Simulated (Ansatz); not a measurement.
A plane-wave DFT run in Ansatz 0.2.0 (scalar-relativistic PAW potentials unless the input names others): input and command.

```yaml
crystal:
  lattice:
    - [2.8679135955, 0.0, 0.0]
    - [0.0, 2.8679135955, 0.0]
    - [0.0, 0.0, 25.0837634538]
  atoms:
    - { symbol: Ti, position: [0.5, 0.5, 0.3388646212] }
    - { symbol: Ti, position: [0.0, 0.0, 0.4197105897] }
    - { symbol: Ti, position: [0.5, 0.5, 0.500807736] }
    - { symbol: Ti, position: [0.0, 0.0, 0.5795233686] }
    - { symbol: H, position: [0.5, 0.5, 0.5818247638] }
basis:
  ecutwfc: 420
kpoints:
  mp_grid: { grid: [10, 10, 1] }
hamiltonian:
  xc: pbesol
scf:
  occupations: { method: gaussian, width: 0.1 }
  convergence: { dr2_threshold: 1.0e-11 }
output:
  forces: true
  eigenvalues: true
efield:
  axis: 3
  dipole_correction: true
  ramp_width: 0.04
```

```bash
ansatz run input.yaml --threads 1 --pin off --max-ram 3072MiB --backend cpu --events-out ev --progress --plain --runs-dir out
```

Abridged log:
```
Basis set: ecut = 420 eV, 4047 PW (Γ), exchange–correlation on 40×40×360 points (8 copies of the dense FFT grid, shifted against one another)
Bands: 30, of which v1, the nominal top of the filled ones, is band 25 counted from 1 (24 counted from 0)
Symmetry: 8 space group operations
k-points: 21 of 100
SCF iter   1: F=—  HF=-9910.225132 eV  |F-HF|=—  |Δ(HF+E_count)|=         —  Δρ=1.50e-2  dr2=6.78e0  ethr=1.77e-3  p=-0.009 e·Å  D=-7.83e-3 V/Å  ΔV_dip=0.20 eV  dr2_dipole=2.48e0  V_vac-E_F(+/−)=3.97/3.77 eV  ⟨swp⟩=8.3  Hψ=3008  notcnv=0
efield: sawtooth ramp at fractional position 0.9403 (placed from the atoms, in the widest stretch of the axis that holds none; the zero of the levels goes with the place), width 0.0400; the density the first Hamiltonian is built on has a dipole p = -0.009 e·Å; the dipole correction subtracts the counter field D = -7.83e-3 V/Å, which shifts the + side's vacuum level by +0.20 eV against the − side's; the planar-averaged density in the ramp window peaks in size at 9.6e-6 e/Å³
SCF iter   2: F=—  HF=-9910.109244 eV  |F-HF|=—  |Δ(HF+E_count)|=   1.16e-1  Δρ=5.52e-3  dr2=9.12e-2  ethr=1.77e-3  p=-0.011 e·Å  D=-9.58e-3 V/Å  ΔV_dip=0.24 eV  dr2_dipole=8.65e-3  V_vac-E_F(+/−)=4.32/4.08 eV  ⟨swp⟩=2.2  Hψ=982  notcnv=0  defer=6
SCF iter   3: F=—  HF=-9910.123437 eV  |F-HF|=—  |Δ(HF+E_count)|=   1.42e-2  Δρ=2.74e-3  dr2=2.79e-2  ethr=1.86e-4  p=-0.012 e·Å  D=-1.02e-2 V/Å  ΔV_dip=0.26 eV  dr2_dipole=3.74e-4  V_vac-E_F(+/−)=4.33/4.07 eV  ⟨swp⟩=2.4  Hψ=1212  notcnv=0  defer=6
SCF iter   4: F=—  HF=-9910.120267 eV  |F-HF|=—  |Δ(HF+E_count)|=   3.17e-3  Δρ=6.74e-4  dr2=4.74e-3  ethr=5.69e-5  p=-0.018 e·Å  D=-1.57e-2 V/Å  ΔV_dip=0.39 eV  dr2_dipole=2.22e-3  V_vac-E_F(+/−)=4.49/4.10 eV  ⟨swp⟩=2.6  Hψ=1064  notcnv=0  defer=6
SCF iter   5: F=—  HF=-9910.120507 eV  |F-HF|=—  |Δ(HF+E_count)|=   2.40e-4  Δρ=4.84e-4  dr2=9.12e-4  ethr=9.68e-6  p=-0.022 e·Å  D=-1.94e-2 V/Å  ΔV_dip=0.49 eV  dr2_dipole=6.67e-6  V_vac-E_F(+/−)=4.58/4.09 eV  ⟨swp⟩=2.2  Hψ=779  notcnv=0  defer=6
SCF iter   6: F=—  HF=-9910.120464 eV  |F-HF|=—  |Δ(HF+E_count)|=   4.31e-5  Δρ=1.79e-4  dr2=3.47e-4  ethr=1.86e-6  p=-0.023 e·Å  D=-2.03e-2 V/Å  ΔV_dip=0.51 eV  dr2_dipole=1.01e-4  V_vac-E_F(+/−)=4.61/4.10 eV  ⟨swp⟩=2.0  Hψ=755  notcnv=0  defer=6
SCF iter   7: F=—  HF=-9910.120459 eV  |F-HF|=—  |Δ(HF+E_count)|=   5.62e-6  Δρ=6.65e-5  dr2=4.64e-5  ethr=7.08e-7  p=-0.024 e·Å  D=-2.06e-2 V/Å  ΔV_dip=0.52 eV  dr2_dipole=9.29e-6  V_vac-E_F(+/−)=4.62/4.10 eV  ⟨swp⟩=1.5  Hψ=643  notcnv=0  defer=6
SCF iter   8: F=—  HF=-9910.120351 eV  |F-HF|=—  |Δ(HF+E_count)|=   1.08e-4  Δρ=1.80e-5  dr2=3.93e-6  ethr=9.47e-8  p=-0.024 e·Å  D=-2.06e-2 V/Å  ΔV_dip=0.52 eV  dr2_dipole=7.46e-7  V_vac-E_F(+/−)=4.62/4.10 eV  ⟨swp⟩=2.0  Hψ=756  notcnv=0  defer=6
SCF iter   9: F=—  HF=-9910.120282 eV  |F-HF|=—  |Δ(HF+E_count)|=   6.92e-5  Δρ=8.27e-6  dr2=6.95e-7  ethr=8.03e-9  p=-0.023 e·Å  D=-2.06e-2 V/Å  ΔV_dip=0.52 eV  dr2_dipole=2.52e-7  V_vac-E_F(+/−)=4.62/4.10 eV  ⟨swp⟩=1.8  Hψ=718  notcnv=0  defer=6
SCF iter  10: F=—  HF=-9910.120282 eV  |F-HF|=—  |Δ(HF+E_count)|=   3.53e-8  Δρ=4.51e-6  dr2=3.97e-7  ethr=1.42e-9  p=-0.023 e·Å  D=-2.06e-2 V/Å  ΔV_dip=0.52 eV  dr2_dipole=1.80e-7  V_vac-E_F(+/−)=4.62/4.10 eV  ⟨swp⟩=1.9  Hψ=717  notcnv=0  defer=6
SCF iter  11: F=—  HF=-9910.120282 eV  |F-HF|=—  |Δ(HF+E_count)|=   7.06e-9  Δρ=1.03e-6  dr2=4.05e-9  ethr=8.10e-10  p=-0.023 e·Å  D=-2.06e-2 V/Å  ΔV_dip=0.52 eV  dr2_dipole=4.24e-10  V_vac-E_F(+/−)=4.62/4.10 eV  ⟨swp⟩=1.4  Hψ=644  notcnv=0  defer=6
SCF iter  12: F=—  HF=-9910.120282 eV  |F-HF|=—  |Δ(HF+E_count)|=   2.49e-9  Δρ=4.19e-7  dr2=6.14e-10  ethr=8.26e-12  p=-0.023 e·Å  D=-2.06e-2 V/Å  ΔV_dip=0.52 eV  dr2_dipole=8.59e-11  V_vac-E_F(+/−)=4.62/4.10 eV  ⟨swp⟩=2.6  Hψ=1107  notcnv=0  defer=6
SCF iter  13: F=—  HF=-9910.120282 eV  |F-HF|=—  |Δ(HF+E_count)|=   1.12e-9  Δρ=2.00e-7  dr2=1.89e-10  ethr=1.25e-12  p=-0.023 e·Å  D=-2.06e-2 V/Å  ΔV_dip=0.52 eV  dr2_dipole=1.23e-11  V_vac-E_F(+/−)=4.62/4.10 eV  ⟨swp⟩=2.3  Hψ=955  notcnv=0  defer=6
SCF iter  14: F=—  HF=-9910.120282 eV  |F-HF|=—  |Δ(HF+E_count)|=  1.82e-10  Δρ=7.84e-8  dr2=3.96e-11  ethr=1.00e-12  p=-0.023 e·Å  D=-2.06e-2 V/Å  ΔV_dip=0.52 eV  dr2_dipole=2.15e-13  V_vac-E_F(+/−)=4.62/4.10 eV  ⟨swp⟩=2.1  Hψ=798  notcnv=0  defer=6
SCF iter  15: F=—  HF=-9910.120282 eV  |F-HF|=—  |Δ(HF+E_count)|=  8.91e-11  Δρ=5.86e-8  dr2=3.58e-11  ethr=1.00e-12  p=-0.023 e·Å  D=-2.06e-2 V/Å  ΔV_dip=0.52 eV  dr2_dipole=3.38e-12  V_vac-E_F(+/−)=4.62/4.10 eV  ⟨swp⟩=10.8  Hψ=3486  notcnv=0
SCF iter  16: F=-9910.120282 eV  HF=-9910.120282 eV  |F-HF|=2.18e-11  |Δ(HF+E_count)|=  4.18e-11  Δρ=2.23e-8  dr2=2.17e-12  ethr=1.00e-12  p=-0.024 e·Å  D=-2.06e-2 V/Å  ΔV_dip=0.52 eV  dr2_dipole=3.91e-16  V_vac-E_F(+/−)=4.62/4.10 eV  ⟨swp⟩=5.9  Hψ=2843  notcnv=0
SCF 1 converged in 16 iterations: F = -9910.120282 eV  dr2 = 2.17e-12
SCF converged after 16 iterations
Free energy (F): -9910.120282 eV
Harris-Foulkes:  -9910.120282 eV  (|F-HF|=2.18e-11)
Internal energy: -9910.076441 eV  (E = F + TS)
E sigma→0 (E₀):  -9910.098361 eV
Entropy (-TS):   -0.043840 eV (-8.768 meV/atom)
Fermi energy:    1.768675 eV
Dipole field:    D = -0.020611 V/Å  (p = -0.023500 e·Å, saw-weighted, corrected)
Work function:   Φ+ = 4.6158 eV   Φ− = 4.0988 eV
Levels:          The Fermi level and band energies are counted from a zero that moves with the ramp; work functions are not
--- Forces (eV/Å), atoms counted from 1 ---
  atom   1  Ti     0.00000000     0.00000000     0.54142710
  atom   2  Ti     0.00000000     0.00000000    -0.55988240
  atom   3  Ti     0.00000000     0.00000000    -0.01947598
  atom   4  Ti     0.00000000     0.00000000     0.00982467
  atom   5  H      0.00000000     0.00000000     0.02810637
```

Apart from outputs, empty bands and the relaxation, which only the reference makes, the input differs from a reference run on usual settings in scf.convergence.dr2_threshold: not typed → 1e-11. The reference, at the same geometry, ended its own course with largest force 0.560 eV/Å (on an atom or along a direction that it held fixed), no gap on the mesh. This run converged in 16 SCF iterations with an energy at zero smearing within 0.01 meV/atom of the reference's, largest force 0.560 eV/Å, no gap on the mesh.